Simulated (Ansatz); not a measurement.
**How fast does H move in C?**

All numbers below come from DFT PBE, scalar-relativistic, plane waves, PAW (Ansatz 0.2.0). Run with 420 eV cutoff, 4×4×4 k-mesh, Gaussian smearing of 0.10 eV, no spin polarisation.

Host crystal, relaxed:

```cif
data_structure
_symmetry_space_group_name_H-M 'P 1'
_symmetry_Int_Tables_number 1
_cell_length_a 8.6931
_cell_length_b 8.6931
_cell_length_c 8.6931
_cell_angle_alpha 16.312
_cell_angle_beta 16.312
_cell_angle_gamma 16.312
_cell_volume 45.18
loop_
_atom_site_label
_atom_site_type_symbol
_atom_site_fract_x
_atom_site_fract_y
_atom_site_fract_z
_atom_site_occupancy
C1 C 0.91756 0.91756 0.91756 1
C2 C 0.25089 0.25089 0.25089 1
C3 C 0.74911 0.74911 0.74911 1
C4 C 0.08244 0.08244 0.08244 1
```

In a supercell of 28 host sites, interstitial H hops to an equivalent place, moving 2.02 Å. Climbing-image nudged elastic band at fixed cell; the order of the saddle wasn't checked, and the small cell leaves errors of about a tenth of an eV. Zero-point motion and tunnelling, which matter for H, are left out.

```tsv
image	path (Å)	E − E(0) (eV)
0	0.00	0.000
1	1.82	0.002
2	3.64	0.018
3	5.46	0.779
4	7.26	0.019
5	9.06	0.003
6	10.86	0.000
```

Problem. What are the barriers forward and back, and what attempt frequency does the shape suggest?

Solution. Forward 0.78 eV, back 0.78 eV, the ends being level. For a sinusoidal profile E_b sin²(πx/l), with the H atom alone moving, ν = (1/l)√(E_b/2m) = 3.0×10¹³ s⁻¹, within an order of magnitude of the customary 10¹³ s⁻¹; a true prefactor needs the vibrations at the minimum and at the saddle.

Problem. With ν = 10¹³ s⁻¹, give the forward jump rate along this one path, the wait 1/k for that jump, the diffusivity D ≈ l²k and the distance √(Dt) covered in an hour at 300, 600 and 1000 K, taking the host as solid throughout.

Solution. k = ν exp(−E_b/k_BT):
```json
{"T (K)": "300", "k (1/s)": "0.82", "wait (s)": "1.2", "D (cm²/s)": "3.4×10⁻¹⁶", "√(Dt) in 1 h (nm)": "11"}
{"T (K)": "600", "k (1/s)": "2.9×10⁶", "wait (s)": "3.5×10⁻⁷", "D (cm²/s)": "1.2×10⁻⁹", "√(Dt) in 1 h (nm)": "2.1×10⁴"}
{"T (K)": "1000", "k (1/s)": "1.2×10⁹", "wait (s)": "8.4×10⁻¹⁰", "D (cm²/s)": "4.9×10⁻⁷", "√(Dt) in 1 h (nm)": "4.2×10⁵"}
```

D = l²k holds for six equivalent jumps in three dimensions (z l²k/6) and is a scale otherwise. Long-range transport needs a connected net of such jumps, and traps slow it. D is that of an interstitial already there. An error of 0.1 eV in the barrier changes k by a factor of 48 at 300 K and 3.2 at 1000 K.

Cost: 1 run of about 100 core-minutes, on AMD EPYC 7R13 Processor (Zen 3) (shared hosts).